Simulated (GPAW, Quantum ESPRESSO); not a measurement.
The Ga K edge of atom 1 in GaN (P6_3mc), with 1 N at 1.94 Å and 3 N at 1.95 Å (tetrahedral, site symmetry 3m), was computed in 2 ways: full core hole (charged cell) and no core hole. Program and functional: Quantum ESPRESSO XSpectra, LDA, Lorentzian half width 0.91 eV up to 4 eV, rising linearly to 1.75 eV at 25 eV (not a setting of the program: the run's 0.4 eV curve was folded afterwards with a further Lorentzian); cells of 4 and 32 atoms (the run without a hole in the smaller).

Each run is counted from its own lowest empty level or Fermi level and scaled to a mean of 1 over its first 20 eV. (XSpectra's own axis starts at xe0, in the gap; it has been shifted.)

```
E (eV)  run 1  run 2
  -2.0   0.07   0.10
  -1.5   0.08   0.11
  -1.0   0.09   0.13
  -0.5   0.10   0.16
   0.0   0.12   0.19
   0.5   0.14   0.25
   1.0   0.18   0.34
   1.5   0.23   0.48
   2.0   0.32   0.72
   2.5   0.42   1.00
   3.0   0.52   1.16
   3.5   0.58   1.15
   4.0   0.61   1.12
   4.5   0.63   1.15
   5.0   0.69   1.26
   5.5   0.79   1.37
   6.0   0.88   1.42
   6.5   0.97   1.50
   7.0   1.13   1.63
   7.5   1.36   1.69
   8.0   1.54   1.59
   8.5   1.62   1.41
   9.0   1.61   1.25
   9.5   1.57   1.14
  10.0   1.54   1.08
  10.5   1.52   1.05
  11.0   1.51   1.01
  11.5   1.45   0.94
  12.0   1.33   0.85
  12.5   1.20   0.78
  13.0   1.10   0.74
  13.5   1.02   0.71
  14.0   0.96   0.70
  14.5   0.92   0.71
  15.0   0.90   0.74
  15.5   0.92   0.79
  16.0   0.96   0.84
  16.5   1.02   0.89
  17.0   1.07   0.94
  17.5   1.11   0.97
  18.0   1.16   1.01
  18.5   1.22   1.04
  19.0   1.27   1.05
  19.5   1.29   1.03
  20.0   1.28   0.98
  20.5   1.26   0.94
  21.0   1.26   0.91
  21.5   1.27   0.89
  22.0   1.28   0.86
  22.5   1.26   0.81
  23.0   1.21   0.75
  23.5   1.14   0.71
  24.0   1.08   0.67
  24.5   1.04   0.66
  25.0   1.02   0.65
  25.5   1.02   0.65
  26.0   1.02   0.65
  26.5   1.01   0.64
  27.0   0.99   0.63
  27.5   0.96   0.62
  28.0   0.94   0.62
  28.5   0.92   0.62
  29.0   0.90   0.63
  29.5   0.89   0.63
  30.0   0.88   0.63
  30.5   0.89   0.62
  31.0   0.89   0.62
  31.5   0.89   0.60
  32.0   0.88   0.59
```

The database entry behind the starting cell differs from later determinations by our own check (about 0.3 % short, ideal inner coordinate), so it need not match the best structure at ambient conditions.

**Question.** Which run is which?

Run 1: no core hole (area from −2 to 6 eV 3.0, main maxima 8.8 eV (1.62) and 19.6 eV (1.29)). Run 2: full core hole (charged cell) (area from −2 to 6 eV 5.7, main maxima 3.2 eV (1.17), 7.5 eV (1.69) and 18.8 eV (1.05)). With each curve scaled to its own mean, the area from −2 to 6 eV with the hole is 5.7 against 3.0, and the centre of weight from −1 to 20 eV moves by -1.5 eV: the hole pulls the absorber's empty states down.

[Banner, clock and machine lines of the logs are left out without a mark of their own.]

[Logs are printed without paths, hosts, clocks, repeated set-up lines and the standing remarks that a program may print on its own settings, such as how far it seeks lower states.]

[Hosts, paths, dates, database ids (printed as entryN), source tags and the programs' standing remarks are cut or masked in the printed files.]

[Lists of maxima count a maximum above −3 eV only where it reaches 4 % of the highest in the window and stands out from its surroundings by 2 % of it (1.5 % where it reaches 55 %); shoulders and weaker maxima are passed over, and of the rest the first, up to two pre-edge ones and the few strongest are named.]
